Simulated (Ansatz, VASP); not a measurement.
# Eu: VASP beside Ansatz

The input INCAR:

```
SYSTEM = Eu
PREC = Accurate
ENCUT = 520
EDIFF = 1E-6
ISMEAR = -1
SIGMA = 0.1
LREAL = .FALSE.
LASPH = .TRUE.
NELM = 150
ALGO = Normal
ISIF = 2
LWAVE = .FALSE.
LCHARG = .FALSE.
ISPIN = 2
MAGMOM = 7
LORBIT = 11
LMAXMIX = 6
GGA = PE
NBANDS = 18
```

File KPOINTS:

```
regular mesh
0
G
  11 11 11
  0 0 0
```

Contents of POSCAR:

```
Eu
1.0
    3.2534339428      0.0000000000      0.0000000000
    0.0000000000      3.2534339428      0.0000000000
    0.0000000000      0.0000000000      3.2534339428
Eu
1
Direct
    0.0000000000      0.0000000000      0.0000000000
```

Input for Ansatz:

```yaml
crystal:
  lattice:
    - [3.2534339428, 0.0, 0.0]
    - [0.0, 3.2534339428, 0.0]
    - [0.0, 0.0, 3.2534339428]
  atoms:
    - { symbol: Eu, position: [0.0, 0.0, 0.0], spin: 7.0 }
magnetization:
  spin_polarized: true
kpoints:
  mp_grid: { grid: [11, 11, 11] }
scf:
  occupations: { method: fermi_dirac, width: 0.1 }
hamiltonian:
  xc: pbe
  pseudopotentials: { kind: all_electron, lapw: { basis_error: 0.001 } }
output:
  forces: true
  stress: true
  eigenvalues: true
  populations: true
```

Change from the starting cell: volume scaled by 0.8, LAPW.

Alike in both runs: task single point; functional PBE; k mesh 11 × 11 × 11; occupations fermi-dirac, width 0.1 eV; collinear spin.

```csv
,VASP,Ansatz
version,VASP 6.6.1,Ansatz 0.2.0
potentials or method,"VASP PAW PBE potentials, release 64 (Eu)","all-electron LAPW, scalar-relativistic"
plane-wave cutoff (eV),520,see its input
```

VASP gave:

| Item | Value |
| --- | --- |
| pressure (GPa) | 3.1 |
| net moment per atom (μB) | 7.18 |
| size of the moment on the site where the two differ most (μB) | 6.68 |

Q: Estimate Ansatz's values.

A: Pressure (GPa): 3.4; net moment per atom (μB): 7.18; size of the moment on the site where the two differ most (μB): 7.02.

Site moments also hang on the region over which each program counts them. Ansatz ran all-electron here, so the differences hold the error of VASP's frozen core and of both bases.

Caveats: spin-orbit coupling is left out, which moves the levels of the heavy elements. The state reached can hang on the start; a lower one may exist.
